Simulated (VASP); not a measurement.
Runs of VASP 6.6.1 on Be. The structure is cubic, space group Fm-3m (No. 225). The conventional cell has a = 3.158 Å, b = 3.158 Å, c = 3.158 Å, α = 90.00°, β = 90.00°, γ = 90.00°. Be (site symmetry m-3m) is surrounded by 12 Be at 2.23 Å. The cell was built by a generator and needn't be a form met in nature.

```csv
task,level,potentials or basis,cell,cutoff (eV),smearing,k mesh for the DOS,occupations for the DOS,gap on the mesh (eV),pressure (GPa),relaxed volume (Å³/atom)
relaxation of cell and atoms,revPBE+D2,"VASP PAW PBE potentials, release 64 (Be)",relaxed,600,fermi-dirac 0.05 eV,-,-,none,0.0,7.61
relaxation of cell and atoms,PBE,"VASP PAW PBE potentials, release 64 (Be)",relaxed,600,methfessel-paxton 0.1 eV,-,-,none,-0.1,(a)
band structure,BLYP,"VASP PAW PBE potentials, release 64 (Be)",as given,520,fermi-dirac 0.05 eV,-,-,-,0.2,-
relaxation of cell and atoms,revPBE+D3,"VASP PAW PBE potentials, release 64 (Be)",relaxed,600,fermi-dirac 0.05 eV,-,-,none,-0.1,7.30
```

Alike in all rows: no spin polarisation; k mesh 14 × 14 × 14.

Problem. Estimate the missing entries.

Solution. (a) 7.87.

Caveats: the PAW data sets were made with another functional, which shifts forces and pressure a little (some runs); pairwise dispersion overbinds metals, which lowers pressure and volume (some runs); atom-pairwise D2, TS and ULG terms overbind metals (some runs).

A k mesh can miss the band edges.

A gap of «none» marks a metal or a gap under the smearing width.

Not every run made on this cell is shown here.
